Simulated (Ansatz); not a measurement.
# Barriers and T(E) in Si/Y, part 5 of 5

Wanted: barrier heights, local density of states and T(E) for Si/Y. The semiconductor is Si diamond(111), undoped, with its far face capped by hydrogen, and the metal is Y hcp(0001), in direct contact. After relaxation the nearest pair at the metal is Y–Si at 2.90 Å, along the normal. The common net has a side of 3.868 Å, which strains the semiconductor by +0.0 % and the metal by +5.7 %, against typed lattice constants near PBE's. The first steps treat the bulk crystals alone.

Ansatz 0.2.0; PBE DFT, plane waves, PAW files (the session's first sound run).

So far. Step 5 (T(E) from the semiconductor into the metal, atomic …): The semiconductor's channels close between -0.25 and +0.40 eV. In the worse lead the potential repeats within 22 meV, which the program lets pass. Step 6 (The contact's transmission, atomic planes in the …): The semiconductor's channels close between -0.25 and +0.40 eV. In the worse lead the potential repeats within 15 meV, which the program lets pass.

### 7. The first cell with another functional, cutoff 500 eV (continued)

Level of this step: r2SCAN DFT, plane waves, PAW files; ballistic transmission by layer matching between semi-infinite leads (Ansatz).

Projected DOS an atom over height of the atomic layer and energy from the Fermi level. Layers: H Si Si Si Si Si Si Si Si Si Si Si Si Si Si Si Si Si Si Si Si Si Si Si Si Y Y Y Y Y Y Y Y Y Y Y Y; projections on atoms miss part of the total, and the computed bands can run out at the top of the range; a column is the mean of 3 neighbouring layers, the last of those left over.

Ten even steps from '_' (0.00 states/eV) to '@' (3.50 states/eV), each cell a mean:
```
________________==**++++**
________________::++++++**
________________--::::::::
________________..::::..==
________________::======@@
________________--======**
________________--------::
________________::--------
__________......::::::::::
__..............::::::::::
..................::::....
..................______..
..............::..........
..::::::::::::....________
................__________
................__________
................__________
............______________
__________________________
__________________________
__________________________
__________________________
```
Columns: height of the atomic layer (Å) from 15.3 to 84.3 (not evenly spaced); rows upwards: energy from the Fermi level (eV) from -6 to 1.75.

The semiconductor's channels close between -0.25 and +0.60 eV. In the worse lead the potential repeats within 24 meV, which the program lets pass.

### 8. A check of the settings

This step: PBE DFT, plane waves, PAW files; ballistic transmission by layer matching between semi-infinite leads; changed: output.transmission.kpoints = null, output.transmission.kmesh = [8, 8, 1] (Ansatz 0.2.0).

The setting was drawn as a possible misstep, on purpose. Where the input is shown as a difference, that is against the step before, not the twin.

input.yaml reads:

```yaml
crystal:
  lattice:
    - [3.868, 0.0, 0.0]
    - [-1.934, 3.3497862618, 0.0]
    - [0.0, 0.0, 98.3442444515]
  atoms:
    - { symbol: Si, position: [0.0, 0.0, 0.1576096302] }
    - { symbol: Si, position: [0.33333333, 0.66666667, 0.1656376394] }
    - { symbol: Si, position: [0.33333333, 0.66666667, 0.1897216671] }
    - { symbol: Si, position: [0.66666667, 0.33333333, 0.1977496764] }
    - { symbol: Si, position: [0.66666667, 0.33333333, 0.2218337041] }
    - { symbol: Si, position: [0.0, 0.0, 0.2298617133] }
    - { symbol: Si, position: [0.0, 0.0, 0.253945741] }
    - { symbol: Si, position: [0.33333333, 0.66666667, 0.2619737503] }
    - { symbol: Si, position: [0.33333333, 0.66666667, 0.286057778] }
    - { symbol: Si, position: [0.66666667, 0.33333333, 0.2940857872] }
    - { symbol: Si, position: [0.66666667, 0.33333333, 0.3181698149] }
    - { symbol: Si, position: [0.0, 0.0, 0.3261978241] }
    - { symbol: Si, position: [0.0, 0.0, 0.3502818518] }
    - { symbol: Si, position: [0.33333333, 0.66666667, 0.3583098611] }
    - { symbol: Si, position: [0.33333333, 0.66666667, 0.3823938888] }
    - { symbol: Si, position: [0.66666667, 0.33333333, 0.390421898] }
    - { symbol: Si, position: [0.66666667, 0.33333333, 0.4144966645] }
    - { symbol: Si, position: [0.0, 0.0, 0.4225312731] }
    - { symbol: Si, position: [0.0, 0.0, 0.4466184806] }
    - { symbol: Si, position: [0.33333333, 0.66666667, 0.4546547238] }
    - { symbol: Si, position: [0.33333333, 0.66666667, 0.4787579713] }
    - { symbol: Si, position: [0.66666667, 0.33333333, 0.4867737168] }
    - { symbol: Si, position: [0.66666667, 0.33333333, 0.5109323887] }
    - { symbol: Si, position: [0.0, 0.0, 0.5190766911] }
    - { symbol: "Y", position: [0.0, 0.0, 0.5485514535] }
    - { symbol: "Y", position: [0.66666667, 0.33333333, 0.5763186261] }
    - { symbol: "Y", position: [0.0, 0.0, 0.6044547076] }
    - { symbol: "Y", position: [0.66666667, 0.33333333, 0.6325867306] }
    - { symbol: "Y", position: [0.0, 0.0, 0.6607187536] }
    - { symbol: "Y", position: [0.66666667, 0.33333333, 0.6888507766] }
    - { symbol: "Y", position: [0.0, 0.0, 0.7169827996] }
    - { symbol: "Y", position: [0.66666667, 0.33333333, 0.7451148226] }
    - { symbol: "Y", position: [0.0, 0.0, 0.7732468456] }
    - { symbol: "Y", position: [0.66666667, 0.33333333, 0.8013788687] }
    - { symbol: "Y", position: [0.0, 0.0, 0.8295108917] }
    - { symbol: "Y", position: [0.66666667, 0.33333333, 0.8576429147] }
    - { symbol: H, position: [0.0, 0.0, 0.1423570853] }
kpoints:
  mp_grid: { grid: [8, 8, 1] }
scf:
  occupations: { method: fermi_dirac, width: 0.1 }
  max_iter: 150
hamiltonian:
  xc: pbe
efield:
  axis: 3
  dipole_correction: true
output:
  transmission:
    kmesh: [8, 8, 1]
    e_range: [-2.5, 2.5]
    de: 0.05
    leads: [[7, 9], [30, 32]]
  dos: { projected: true, e_range: [-6, 5], de: 0.05 }
  write_potential: true
  write_density: true
  volumetric_format: npy
```

The run is started by

```
$ ansatz run input.yaml --threads 8 --pin off --max-ram 24576MiB --backend cpu --events-out ev --progress --plain --runs-dir out
```

Numbers of over 12 decimals in the logs are rounded to 6 here.

Log:

```text
Error: YAML parse error: error: line 56 column 5: invalid length 3, expected a tuple of size 2
  --> <input>:56:5
   |
54 | output:
55 |   transmission:
56 |     kmesh: [8, 8, 1]
   |     ^ invalid length 3, expected a tuple of size 2
57 |     e_range: [-2.5, 2.5]
58 |     de: 0.05
   |
```

The job ended after 0.02 s (8 threads of Arm Neoverse V2, shared host; peak memory 0.022 GiB).

The input was rejected at the start.

The program's message: “Error: YAML parse error: error: line 56 column 5: invalid length 3, expected a tuple of size 2”

The change that led to it: output.transmission.kmesh = [8, 8, 1].

### 9. Outcome

```yaml
valence_edge_of_the_semiconductor_lead_against_the_fermi_level_6_planes: -0.25 eV
conduction_edge_of_the_semiconductor_lead_against_the_fermi_level_6_planes: +0.40 eV
valence_edge_of_the_semiconductor_lead_against_the_fermi_level_10_planes: -0.25 eV
conduction_edge_of_the_semiconductor_lead_against_the_fermi_level_10_planes: +0.40 eV
valence_edge_of_the_semiconductor_lead_against_the_fermi_level_r2scan: -0.25 eV
conduction_edge_of_the_semiconductor_lead_against_the_fermi_level_r2scan: +0.60 eV
```

**Reading.** The metal's Fermi level lies in the gap of the semiconductor, 0.40 eV under the first conduction channel and 0.25 eV over the last valence one, as read in the lead, away from the contact; bands can bend on the way there. The edges are read from the typed mesh and energy grid, to 0.05 eV at best. Adding 4 atomic planes to the layer under the metal moves the conduction edge by +0.00 eV, about one grid step or less. r2SCAN moves the edges to -0.25 and +0.60 eV, 0.85 eV apart on the grid against 0.65 eV. The semiconductor is undoped and only a few nanometres thick, with its far face capped by hydrogen. A semilocal functional narrows gaps, and the two barriers add up to the gap, so their sum is too small. No spin-orbit coupling, phonons, disorder or image charges enter; the interfaces are ordered, one cell wide and lattice-matched by strain. Semilocal gaps are too small, which can bring a band edge of the barrier nearer to the Fermi level than it is.

[Logs are printed without paths, hosts, clocks, repeated set-up lines and the standing remarks that a program may print on its own settings, such as how far it seeks lower states.]

[Hosts, paths, dates, database ids (printed as entryN), source tags and the programs' standing remarks are cut or masked in the printed files.]
